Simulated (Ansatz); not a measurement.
ZrC:

```xyz
4
Lattice="3.3915 0.0000 0.0000 -1.6957 2.9371 0.0000 0.0000 0.0000 5.2901" Properties=species:S:1:pos:R:3 pbc="T T T"
Zr    1.6957    0.9790    3.9675
Zr    0.0000    1.9581    1.3225
C     0.0000    0.0000    2.6450
C     0.0000    0.0000    0.0000
```

The cell comes from a database or a generator and needn't be the stable form of this composition.

Program: Ansatz 0.2.0. Alike in all runs: potentials or basis all-electron LAPW, scalar-relativistic; no spin polarisation; cell as given; k mesh 9 × 9 × 5; smearing fermi-dirac 0.05 eV; basis error allowed 0.002 eV/atom.

Task: Order these runs on this cell by their pressure, lowest first.
A. level PBEsol+U; U Zr d U = 2 eV; cutoff (eV) 235
B. level LDA; cutoff (eV) 234
C. level PBEsol+U; U Zr d U = 4 eV; cutoff (eV) 235
D. level PBEsol+U; U Zr d U = 8 eV; cutoff (eV) 235

Result: B (-11.7 GPa), A (-5.4 GPa), C (-2.8 GPa), D (3.5 GPa).

Caveats: U is the effective U less J, on atomic orbitals that reach past the spheres (some runs); U without spin polarisation on a metal has little footing (some runs); the U is typed as a test and isn't derived for this compound (some runs).

Not every run made on this cell is shown here.
